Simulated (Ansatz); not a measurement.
# Residual resistivity of an alloy: Rh(111) with 4 layers of random Rh-Cu, 2x2, part 2 of 2

How strongly does chemical disorder scatter in Rh(111) with 4 layers of random Rh-Cu, 2x2?

Ansatz 0.2.0; Ansatz plane-wave DFT, PBE, PAW files; ballistic transport by layer matching (Landauer), zero bias; PAW set soft_1.

So far. Step 3 (With 8 alloy layers): Over the solved energies the transmission per spin lies between 3.14 and 3.35, out of 7 channels of the lead on average (up to 7.2). The log calls the step of a lead's potential too much.

### Step 4. With 12 alloy layers

In 12 layers a share of 0.125 of the sites is given to Cu at random. A fresh draw is used; the growth of the resistance with length is what counts.

System of this step: Rh(111) with 12 layers of random Rh-Cu, 2x2. The cell holds 72 atoms: 66 Rh and 6 Cu. Cell: a = 5.378 Å, b = 5.378 Å, c = 39.523 Å, α = 90.0°, β = 90.0°, γ = 120.0°. It derives from Rh. Regions: lead, 24 atoms (24 Rh); scattering region, 48 atoms (42 Rh and 6 Cu). The structure is stacked along c, and the current runs across the ab planes.

Contents of input.yaml:

```yaml
crystal:
  lattice:
    - [5.3783955991, 0.0, 0.0]
    - [-2.6891977995, 4.6578272204, 0.0]
    - [0.0, 0.0, 39.5229745576]
  atoms:
    - { symbol: Rh, position: [0.0, 0.0, 0.0277777778] }
    - { symbol: Rh, position: [0.0, 0.5, 0.0277777778] }
    - { symbol: Rh, position: [0.5, 0.0, 0.0277777778] }
    - { symbol: Rh, position: [0.5, 0.5, 0.0277777778] }
    - { symbol: Rh, position: [0.1666666667, 0.3333333333, 0.0833333333] }
    - { symbol: Rh, position: [0.1666666667, 0.8333333333, 0.0833333333] }
    - { symbol: Rh, position: [0.6666666667, 0.3333333333, 0.0833333333] }
    - { symbol: Rh, position: [0.6666666667, 0.8333333333, 0.0833333333] }
    - { symbol: Rh, position: [0.3333333333, 0.1666666667, 0.1388888889] }
    - { symbol: Rh, position: [0.3333333333, 0.6666666667, 0.1388888889] }
    - { symbol: Rh, position: [0.8333333333, 0.1666666667, 0.1388888889] }
    - { symbol: Rh, position: [0.8333333333, 0.6666666667, 0.1388888889] }
    - { symbol: Rh, position: [0.0, 0.0, 0.1944444444] }
    - { symbol: Rh, position: [0.0, 0.5, 0.1944444444] }
    - { symbol: Rh, position: [0.5, 0.0, 0.1944444444] }
    - { symbol: Rh, position: [0.5, 0.5, 0.1944444444] }
    - { symbol: Rh, position: [0.1666666667, 0.3333333333, 0.25] }
    - { symbol: Rh, position: [0.1666666667, 0.8333333333, 0.25] }
    - { symbol: Rh, position: [0.6666666667, 0.3333333333, 0.25] }
    - { symbol: Rh, position: [0.6666666667, 0.8333333333, 0.25] }
    - { symbol: Rh, position: [0.3333333333, 0.1666666667, 0.3055555556] }
    - { symbol: Rh, position: [0.3333333333, 0.6666666667, 0.3055555556] }
    - { symbol: Rh, position: [0.8333333333, 0.1666666667, 0.3055555556] }
    - { symbol: Rh, position: [0.8333333333, 0.6666666667, 0.3055555556] }
    - { symbol: Rh, position: [0.0, 0.0, 0.3611111111] }
    - { symbol: Cu, position: [0.0, 0.5, 0.3611111111] }
    - { symbol: Rh, position: [0.5, 0.0, 0.3611111111] }
    - { symbol: Rh, position: [0.5, 0.5, 0.3611111111] }
    - { symbol: Rh, position: [0.1666666667, 0.3333333333, 0.4166666667] }
    - { symbol: Rh, position: [0.1666666667, 0.8333333333, 0.4166666667] }
    - { symbol: Rh, position: [0.6666666667, 0.3333333333, 0.4166666667] }
    - { symbol: Cu, position: [0.6666666667, 0.8333333333, 0.4166666667] }
    - { symbol: Rh, position: [0.3333333333, 0.1666666667, 0.4722222222] }
    - { symbol: Rh, position: [0.3333333333, 0.6666666667, 0.4722222222] }
    - { symbol: Cu, position: [0.8333333333, 0.1666666667, 0.4722222222] }
    - { symbol: Rh, position: [0.8333333333, 0.6666666667, 0.4722222222] }
    - { symbol: Rh, position: [0.0, 0.0, 0.5277777778] }
    - { symbol: Cu, position: [0.0, 0.5, 0.5277777778] }
    - { symbol: Rh, position: [0.5, 0.0, 0.5277777778] }
    - { symbol: Rh, position: [0.5, 0.5, 0.5277777778] }
    - { symbol: Rh, position: [0.1666666667, 0.3333333333, 0.5833333333] }
    - { symbol: Rh, position: [0.1666666667, 0.8333333333, 0.5833333333] }
    - { symbol: Cu, position: [0.6666666667, 0.3333333333, 0.5833333333] }
    - { symbol: Rh, position: [0.6666666667, 0.8333333333, 0.5833333333] }
    - { symbol: Rh, position: [0.3333333333, 0.1666666667, 0.6388888889] }
    - { symbol: Rh, position: [0.3333333333, 0.6666666667, 0.6388888889] }
    - { symbol: Rh, position: [0.8333333333, 0.1666666667, 0.6388888889] }
    - { symbol: Rh, position: [0.8333333333, 0.6666666667, 0.6388888889] }
    - { symbol: Rh, position: [0.0, 0.0, 0.6944444444] }
    - { symbol: Cu, position: [0.0, 0.5, 0.6944444444] }
    - { symbol: Rh, position: [0.5, 0.0, 0.6944444444] }
    - { symbol: Rh, position: [0.5, 0.5, 0.6944444444] }
    - { symbol: Rh, position: [0.1666666667, 0.3333333333, 0.75] }
    - { symbol: Rh, position: [0.1666666667, 0.8333333333, 0.75] }
    - { symbol: Rh, position: [0.6666666667, 0.3333333333, 0.75] }
    - { symbol: Rh, position: [0.6666666667, 0.8333333333, 0.75] }
    - { symbol: Rh, position: [0.3333333333, 0.1666666667, 0.8055555556] }
    - { symbol: Rh, position: [0.3333333333, 0.6666666667, 0.8055555556] }
    - { symbol: Rh, position: [0.8333333333, 0.1666666667, 0.8055555556] }
    - { symbol: Rh, position: [0.8333333333, 0.6666666667, 0.8055555556] }
    - { symbol: Rh, position: [0.0, 0.0, 0.8611111111] }
    - { symbol: Rh, position: [0.0, 0.5, 0.8611111111] }
    - { symbol: Rh, position: [0.5, 0.0, 0.8611111111] }
    - { symbol: Rh, position: [0.5, 0.5, 0.8611111111] }
    - { symbol: Rh, position: [0.1666666667, 0.3333333333, 0.9166666667] }
    - { symbol: Rh, position: [0.1666666667, 0.8333333333, 0.9166666667] }
    - { symbol: Rh, position: [0.6666666667, 0.3333333333, 0.9166666667] }
    - { symbol: Rh, position: [0.6666666667, 0.8333333333, 0.9166666667] }
    - { symbol: Rh, position: [0.3333333333, 0.1666666667, 0.9722222222] }
    - { symbol: Rh, position: [0.3333333333, 0.6666666667, 0.9722222222] }
    - { symbol: Rh, position: [0.8333333333, 0.1666666667, 0.9722222222] }
    - { symbol: Rh, position: [0.8333333333, 0.6666666667, 0.9722222222] }
kpoints:
  mp_grid: { grid: [5, 5, 1] }
hamiltonian:
  xc: pbe
  pseudopotentials: { kind: paw, azcp: { folder: soft_1 } }
scf:
  occupations: { method: fermi_dirac, width: 0.1 }
output:
  transmission:
    leads: [[0, 4]]
    kmesh: [10, 10]
    e_range: [-0.05, 0.05]
    de: 0.05
  write_potential: true
  write_density: true
  volumetric_format: npy
```

Command:

```sh
ansatz run input.yaml --threads 4 --pin off --max-ram 15360MiB --backend cpu --events-out ev --progress --plain --runs-dir out
```

Numbers of over 12 decimals in the logs are rounded to 6 here.

The log of the run:

```text
[...]
Crystal: 72 atoms, lattice volume = 990.115 Å³
Basis set: ecut = 420 eV, 19231 PW (Γ)
Bands: 742, of which v1, the nominal top of the filled ones, is band 618 counted from 1 (617 counted from 0)
Symmetry: 1 space group operations
[...]
k-points: 13 of 25 (time reversal used)
[...]
SCF iter   1: F=—  HF=-462382.505235 eV  |F-HF|=—  |Δ(HF+E_count)|=         —  Δρ=1.18e-1  dr2=2.01e2  ethr=3.10e-3  ⟨swp⟩=4.0  Hψ=27032  notcnv=0  defer=126
[...]
SCF iter  15: F=-462344.934178 eV  HF=-462344.934178 eV  |F-HF|=1.36e-8  |Δ(HF+E_count)|=   9.90e-9  Δρ=8.38e-7  dr2=1.06e-8  ethr=8.09e-12  ⟨swp⟩=6.9  Hψ=33153  notcnv=0
SCF 1 converged in 15 iterations: F = -462344.934178 eV  dr2 = 1.06e-8
[...]
transmission: 366 of 3640 steps passed
transmission: 728 of 3640 steps passed
[...]
transmission: 3640 of 3640 steps passed
SCF converged after 15 iterations
Free energy (F): -462344.934178 eV
[...]
Internal energy: -462341.666273 eV  (E = F + TS)
E sigma→0 (E₀):  -462343.300225 eV
Entropy (-TS):   -3.267905 eV (-45.388 meV/atom)
Fermi energy:    21.581927 eV
[...]
--- Band table (eV; the first three rows and the last of 13) ---
  k-point 0: bands = [... 614 lower, 22.1512, 22.1514, 22.1535, 22.1628, 22.1646, 22.1652, 22.1654, 22.1724, ... 120 higher]
  k-point 1: bands = [... 614 lower, 21.7859, 21.8016, 21.8078, 21.8109, 21.8198, 21.8379, 21.8485, 21.8706, ... 120 higher]
  k-point 2: bands = [... 614 lower, 21.1923, 21.1966, 21.2259, 21.2379, 21.2891, 21.3181, 21.3430, 21.3611, ... 120 higher]
  k-point 12: bands = [... 614 lower, 21.5339, 21.5510, 21.5730, 21.5922, 21.5973, 21.6039, 21.6112, 21.6166, ... 120 higher]
--- Transmission ---
  basis      : 211 plane waves across, 70 finite elements along
  points     : 52, standing for a mesh of 10 x 10
[...]
channels       : 7.200000e0 a spin
[...]
junction   : crystal 0 to crystal 0, 1.50 to 38.82 Å
    transmission   : 2.375595e0 a spin
[...]
```

It took 36 min on 4 threads of Arm Neoverse V1, shared host; peak memory 7.5 GiB; 2.3 h of CPU time.

This step gave:

* free energy: -462344.9342 eV
* energy at zero smearing: -462343.3002 eV
* Fermi energy: 21.58 eV
* transmission per spin nearest the Fermi level: 2.376
* step of the lead's potential: 2.6 meV

Per spin. The transmission, zone mean by energy, zero at the Fermi level:

```
energy (eV)  transmission, zone mean
    -0.0500                     2.24
     0.0000                     2.38
     0.0500                     2.44
```

Over the solved energies the transmission per spin lies between 2.24 and 2.44, out of 7 channels of the lead on average (up to 7.2).

### Step 5. The fit

This step: Ansatz plane-wave DFT, PBE, PAW files; ballistic transport by layer matching (Landauer), zero bias; residual resistivity from the slope of the area resistance, atoms on the host's lattice; PAW set soft_1 (Ansatz 0.2.0).

This step gave:

```yaml
resistivity: 31.52 µΩ cm
intercept: 0.04630 fΩ m²
scatter_about_the_fit: 0.05108 fΩ m²
```

Resistance, by row:

```
run  length (Å)      T  channels N  RA (fΩ m²)
 n4       8.783  3.938           7      0.3592
 n8       17.57  3.267           7      0.5277
n12       26.35  2.352           7      0.9129
```

Table of area resistance by length of the alloy:

```
length of the alloy (Å)  area resistance (fΩ m²)
                   8.78                    0.359
                  17.57                    0.528
                  26.35                    0.913
```

The area resistance goes from 0.36 to 0.91 fΩ m² between 8.8 and 26.3 Å, a slope of 32 µΩ cm.

By hand from the end points: (0.9129 − 0.3592) fΩ m² / (26.35 − 8.78) Å = 32 µΩ cm, since 1 fΩ m² per Å is 1000 µΩ cm.

### Step 6. Results

```yaml
resistivity_from_the_slope: 31.5 µΩ cm
area_resistance_over_8p78_a: 0.359 fΩ m²
area_resistance_over_17p6_a: 0.528 fΩ m²
area_resistance_over_26p3_a: 0.913 fΩ m²
```

**Reading.** The slope gives 32 µΩ cm. The points scatter by 0.051 fΩ m² about the line, with one random draw a length in a 2x2 cell, so the slope is a rough value. Read with a model of isotropic scattering on a spherical Fermi surface and the lead's 2.2×10¹⁵ S/m², this slope means a mean free path near 11 Å; over these lengths the model's slope is within 3 % of its bulk resistivity. The draw over the shortest length came out nearly ordered, with 8 symmetry operations, so that point is a poor sample of a random alloy. The atoms sit on the host's lattice, so scattering by size misfit is left out. A lead's potential steps by up to 26 meV from period to period, which the log calls too much, so longer leads could move the result.

[Logs are printed without paths, hosts, clocks, repeated set-up lines and the standing remarks that a program may print on its own settings, such as how far it seeks lower states.]

[Hosts, paths, dates, database ids (printed as entryN), source tags and the programs' standing remarks are cut or masked in the printed files.]
